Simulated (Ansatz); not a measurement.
Here is an Ansatz 0.2.0 calculation.

File input.yaml:

```yaml
crystal:
  lattice:
    - [0.0, 2.82685, 2.82685]
    - [2.82685, 0.0, 2.82685]
    - [2.82685, 2.82685, 0.0]
  atoms:
    - { symbol: As, position: [0.75, 0.75, 0.75] }
    - { symbol: Ga, position: [0.0, 0.0, 0.0] }
hamiltonian:
  xc: pbe
  pseudopotentials: { kind: paw, partial_waves: polarizable }
kpoints:
  mp_grid: { grid: [8, 8, 8] }
  band_path:
    path:
      - [[0.0, 0.0, 0.0], [0.5, 0.0, 0.5], [0.5, 0.25, 0.75], [0.375, 0.375, 0.75], [0.0, 0.0, 0.0], [0.5, 0.5, 0.5], [0.625, 0.25, 0.625], [0.5, 0.25, 0.75], [0.5, 0.5, 0.5], [0.375, 0.375, 0.75]]
      - [[0.625, 0.25, 0.625], [0.5, 0.0, 0.5]]
    npoints: 14
scf:
  occupations: { method: fermi_dirac, width: 0.05 }
  n_extra_bands: 6
output:
  forces: true
  stress: true
  eigenvalues: true
  fatbands: false
```

Potentials or basis: Ansatz PAW polarizable.

Run with:

```console
$ ansatz run input.yaml --threads 2 --pin off --max-ram 5120MiB --backend cpu --events-out ev --progress --plain --runs-dir out
```

**Question.** Estimate the band gap along the path.

**Answer.** 0.52 eV, direct.

**Question.** Estimate the band gap on the k mesh.

**Answer.** 0.52 eV, direct.

Levels at the corners of the path, in eV from the valence-band top:
```
point  band 10  band 11  band 12  band 13  band 14  band 15  band 16  band 17  band 18  band 19
    Γ   -14.70   -12.73     0.00     0.00     0.00     0.52     3.74     3.74     3.74     7.60
    X   -14.69   -10.23    -6.81    -2.67    -2.67     1.47     1.66    10.17    10.17    10.98
    W   -14.70   -10.17    -6.62    -3.53    -3.34     4.62     4.72     5.42     6.05    11.08
    K   -14.70   -10.26    -6.62    -3.85    -2.26     1.97     4.64     7.96     8.07     8.67
    Γ   -14.70   -12.73     0.00     0.00     0.00     0.52     3.74     3.74     3.74     7.60
    L   -14.70   -10.96    -6.63    -1.14    -1.14     1.00     4.65     4.65     7.76    10.40
    U   -14.70   -10.26    -6.62    -3.85    -2.26     1.97     4.64     7.96     8.07     8.67
    W   -14.70   -10.17    -6.62    -3.53    -3.34     4.62     4.72     5.42     6.05    11.08
    L   -14.70   -10.96    -6.63    -1.14    -1.14     1.00     4.65     4.65     7.76    10.40
    K   -14.70   -10.26    -6.62    -3.85    -2.26     1.97     4.64     7.96     8.07     8.67
    U   -14.70   -10.26    -6.62    -3.85    -2.26     1.97     4.64     7.96     8.07     8.67
    X   -14.69   -10.23    -6.81    -2.67    -2.67     1.47     1.66    10.17    10.17    10.98
```

**What was measured.**

From “Evidence of valence band perturbations in GaAsN/GaAs(001): A combined variable-angle spectroscopic ellipsometry and modulated photoreflectance investigation”, 2008, arxiv:0805.2212, for a bulk crystal of GaAs at 300 K: band gap 1.412 ± 0.01 eV (direct).

Against the measured gap of GaAs, 1.412 eV (direct; 300 K; “Evidence of valence band perturbations in GaAsN/GaAs(001): A combined variable-angle spectroscopic ellipsometry and modulated photoreflectance investigation”, 2008, arxiv:0805.2212), the calculated 0.52 eV is off by -0.90 eV. 3 values of this kind are on record (1.412 to 1.51 eV); this one was drawn at random among those near their median, those with a stated uncertainty first. Spin-orbit coupling on As, Ga is left out. The value is that of PBE, without temperature or zero-point motion. Semilocal functionals fall short of measured gaps as a rule.
